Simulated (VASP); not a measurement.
Input of a VASP 6.6.1 run:

File POSCAR:

```
InP
1.0
    0.0000000000      2.9536353684      2.9536353684
    2.9536353684      0.0000000000      2.9536353684
    2.9536353684      2.9536353684      0.0000000000
In P
1 1
Direct
    0.0000000000      0.0000000000      0.0000000000
    0.2500000000      0.2500000000      0.2500000000
```

File INCAR.step1:

```
PREC = Accurate
ENCUT = 520
ISMEAR = 0
SIGMA = 0.02
LREAL = False
LASPH = True
NELM = 60
NBANDS = 16
GGA = PE
ALGO = Normal
EDIFF = 1E-4
LWAVE = True
LCHARG = False
```

INCAR.step2

```
PREC = Accurate
ENCUT = 520
EDIFF = 1E-6
ISMEAR = 0
SIGMA = 0.02
LREAL = False
LASPH = True
NELM = 60
ALGO = Normal
ISIF = 2
LWAVE = False
LCHARG = True
METAGGA = R2SCAN
LMIXTAU = True
LELF = True
LVHAR = True
NBANDS = 16
ISTART = 1
```

The input KPOINTS:

```
Automatic mesh
0
Gamma
  10 10 10
```

Potentials or basis: VASP PAW PBE potentials, release 64 (In_d, P).

Launch:

```console
$ cat potpaw_PBE.64/In_d/POTCAR potpaw_PBE.64/P/POTCAR > POTCAR
$ cp INCAR.step1 INCAR
$ mpirun -np 1 vasp_std > vasp.out
$ cp INCAR.step2 INCAR
$ mpirun -np 1 vasp_std > vasp.out
```

What does it give for the pressure?

-0.1 GPa.

Predict the band gap on the k mesh.

1.03 eV.

Caveat: the PAW data sets were made with another functional, which shifts forces and pressure a little; spin-orbit coupling is left out, which moves the levels of the heavy elements.

**Experimental background.**

From a printed reference work, data compilation, for a bulk crystal of InP at 1.6 K: band gap 1.4236 eV (direct).

Against the measured gap of InP, 1.4236 eV (direct; 1.6 K; a printed reference work, data compilation), the calculated 1.03 eV is off by -0.39 eV. Spin-orbit coupling on In is left out. The value is that of r2SCAN, without temperature or zero-point motion.
